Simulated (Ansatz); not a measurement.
# SiC: the band gap up the ladder of functionals

The task here is to estimate one member of a computed series from the others.

Program: Ansatz 0.2.0. PAW datasets, plane waves. Spin-unpolarised throughout; all numbers are computed.

## The cell

The cell was relaxed beforehand with r2SCAN.

Space group P6_3mc (No. 186), hexagonal; conventional cell a = 3.075 Å, c = 5.048 Å, 10.34 Å³ an atom. Around Si lie 4 C at 1.88–1.90 Å; around C lie 4 Si at 1.88–1.90 Å.

The structure in full:

Space group P6_3mc (No. 186). a = 3.075 Å, b = 3.075 Å, c = 5.048 Å, α = 90.00°, β = 90.00°, γ = 120.00°
```tsv
atom	site	symmetry	x	y	z
Si	2b	3m.	0.3333	0.6667	0.4996
C	2b	3m.	0.3333	0.6667	0.8754
```

The first run:

input.yaml reads:

```yaml
crystal:
  lattice:
    - [3.0753564098, 0.0, 0.0]
    - [-1.5376782049, 2.6633367766, 0.0]
    - [0.0, 0.0, 5.0481087265]
  atoms:
    - { symbol: Si, position: [0.3333333333, 0.6666666667, 0.4995917736] }
    - { symbol: Si, position: [0.6666666667, 0.3333333333, 0.9995917736] }
    - { symbol: C, position: [0.3333333333, 0.6666666667, 0.8754082264] }
    - { symbol: C, position: [0.6666666667, 0.3333333333, 0.3754082264] }
kpoints:
  mp_grid: { grid: [12, 12, 6] }
  band_path:
    path:
      - [[0.0, 0.0, 0.0], [0.5, -7.117281712701e-18, 1.12709480142e-33], [0.3333333333333, 0.3333333333333, 5.578459192461e-34], [0.0, 0.0, 0.0], [-1.423831202013e-50, -8.802093548795e-51, 0.5], [0.5, -7.117281712701e-18, 0.5], [0.3333333333333, 0.3333333333333, 0.5], [-1.423831202013e-50, -8.802093548795e-51, 0.5]]
      - [[0.5, -7.117281712701e-18, 0.5], [0.5, -7.117281712701e-18, 1.12709480142e-33]]
      - [[0.3333333333333, 0.3333333333333, 0.5], [0.3333333333333, 0.3333333333333, 5.578459192461e-34]]
    npoints: 10
hamiltonian:
  xc: pbe
scf:
  occupations: { method: fermi_dirac, width: 0.02 }
  n_extra_bands: 5
output:
  forces: true
  stress: true
  eigenvalues: true
```

On the command line:

```console
> ansatz run input.yaml --threads 2 --pin off --max-ram 2211MiB --backend cpu --events-out ev --progress --plain --runs-dir out
```

Steps of the session up to this table: PBE bands along the symmetry lines; r2SCAN; HSE06; Single point with PBE0; LDA at the same geometry; One-shot GW from PBE; Quasiparticle levels, G0W0@PBE; DDH-PBE0; LC-ωPBE; r2SCAN0.

One table of the session follows, with a row left open; its other results are not shown here.

```
                     level  gap (eV)
                       PBE      2.28
                    r2SCAN         ?
                     HSE06      3.16
                      PBE0      3.88
                       LDA      2.16
G0W0@PBE (123 empty bands)      2.99
G0W0@PBE (306 empty bands)      3.18
                  DDH-PBE0      3.18
                   LC-ωPBE      7.94
                   r2SCAN0      4.11
```

Estimate the missing values for r2SCAN.

The run gave: gap (eV): 2.65. In the column «gap (eV)» it lies between PBE (2.28) and G0W0@PBE (123 empty bands) (2.99).

Meshes: PBE 12×12×6, r2SCAN 12×12×6, HSE06 6×6×4, PBE0 6×6×4, LDA 12×12×6, DDH-PBE0 6×6×4, LC-ωPBE 6×6×4, r2SCAN0 6×6×4.

LDA gives the least gap, 2.16 eV, and LC-ωPBE the largest, 7.94 eV. Against G0W0@PBE, PBE is short by 0.90 eV, at 72 % of it, and r2SCAN 83 %. PBE0 lies 0.72 eV above HSE06, which differs from it by screening the long-range exchange. The G0W0 figures hold for the stated bands, cutoff and mesh and aren't extrapolated.

Caveats from the session: Warnings in the runs' records: stress scf threshold loose, stress exchange threshold loose.
